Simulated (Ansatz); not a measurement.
# What a trial cell of Sn3Se relaxes into

Computed with DFT PBE, scalar-relativistic, plane waves, PAW (Ansatz). Cutoff 420 eV, Γ-centred k mesh, Gaussian smearing, no spin polarisation in the final step.

Sn3Se was placed on the Cu3Au (L1_2) structure type (Pm-3m, No. 221), with Se in place of Au, Sn in place of Cu, at a guessed volume.

```yaml
crystal:
  lattice:
    - [4.65616, 0.00000, 0.00000]
    - [0.00000, 4.65616, 0.00000]
    - [0.00000, 0.00000, 4.65616]
  atoms:
    - { symbol: Sn, position: [0.00000, 0.50000, 0.50000] }
    - { symbol: Sn, position: [0.50000, 0.00000, 0.50000] }
    - { symbol: Sn, position: [0.50000, 0.50000, 0.00000] }
    - { symbol: Se, position: [0.00000, 0.00000, 0.00000] }
```

Steps on the 10×10×10 mesh (4 atoms). 4 of 5 steps are shown, and the free energy counts from the last. Trial steps that were taken back and renewals of the plane-wave basis can be among the rows.

```csv
step,ΔF (meV/atom),V (Å³/atom),P (GPa)
1,15.7,25.24,3.31
2,2.0,27.39,-0.92
3,0.3,26.89,-0.09
5,0.0,26.84,0.00
```

A final relaxation ran on a 10×10×10 mesh. The relaxed crystal, Pm-3m (No. 221):

```
Sn Se
1.0
     4.75273    0.00000    0.00000
     0.00000    4.75273    0.00000
     0.00000    0.00000    4.75273
Sn Se
3 1
Direct
  0.00000 0.50000 0.50000
  0.50000 0.00000 0.50000
  0.50000 0.50000 0.00000
  0.00000 0.00000 0.00000
```

* Volume per atom: 26.84 Å³
* Density: 6.73 g/cm³
* Energy over the elements: 0.05 eV/atom
* Gap on the 10×10×10 mesh: 0 eV (a metal)

The zero of energy is the elements' standard structures at the same level; no fitted shifts are applied.

The final run used a 10×10×10 mesh on its 4-atom cell and 0.10 eV smearing. For metals, differences of a few meV/atom aren't resolved.

A structure relaxed within its symmetry needn't be a true minimum.

Cost: 3 runs of about 1.6 core-minutes in all, on Arm Neoverse V1 (shared hosts).